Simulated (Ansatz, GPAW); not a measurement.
# Ni: 3 runs at one level of theory

```
Ni
1.0
     2.44802    0.00000    0.00000
    -1.22401    2.12005    0.00000
     0.00000    0.00000    4.07281
Ni
2
Direct
  0.66667 0.33333 0.75000
  0.33333 0.66667 0.25000
```

This isn't the form of Ni at room conditions, which is fcc.

Alike in all runs: task single point; functional LDA; k mesh 12 × 12 × 7; occupations gaussian, width 0.1 eV; collinear spin, ferromagnetic start; no spin-orbit coupling. LDA stands for any of its common fits. Pressure is positive in compression and, in plane waves, holds the error of the finite cutoff, which Ansatz's Pulay term estimates and takes out.

| program and potentials | plane-wave cutoff (eV) | notes | pressure (GPa) | net moment per atom (μB) |
| --- | --- | --- | --- | --- |
| Ansatz, Ansatz PAW | 420 | potentials made for PBE, which Ansatz adapts in part; 18 valence electrons an atom on average; Pulay term of +0.11 GPa included | -10.92 | 0.62 |
| Ansatz, all-electron LAPW, scalar-relativistic | - | - | -11.00 | 0.62 |
| GPAW, the program's PAW data sets (release 1.2.1) made for this functional | 600 | 16 valence electrons an atom on average; this data set often lies off other programs | -8.93 | 0.63 |

The pressure spans -11.00 (Ansatz, all-electron LAPW, scalar-relativistic) to -8.93 GPa (GPAW, the program's PAW data sets (release 1.2.1) made for this functional), with all-electron results at -11.00. The net moment per atom spans 0.62 (Ansatz, all-electron LAPW, scalar-relativistic) to 0.63 μB (GPAW, the program's PAW data sets (release 1.2.1) made for this functional), with all-electron results at 0.62. The cell lies far from this level's equilibrium. The state is the one that the start led to, which needn't be the lowest.

The functional is the same throughout but for its coding, so the spread measures potentials, basis and numerics; runs on potential files found faulty are left out.
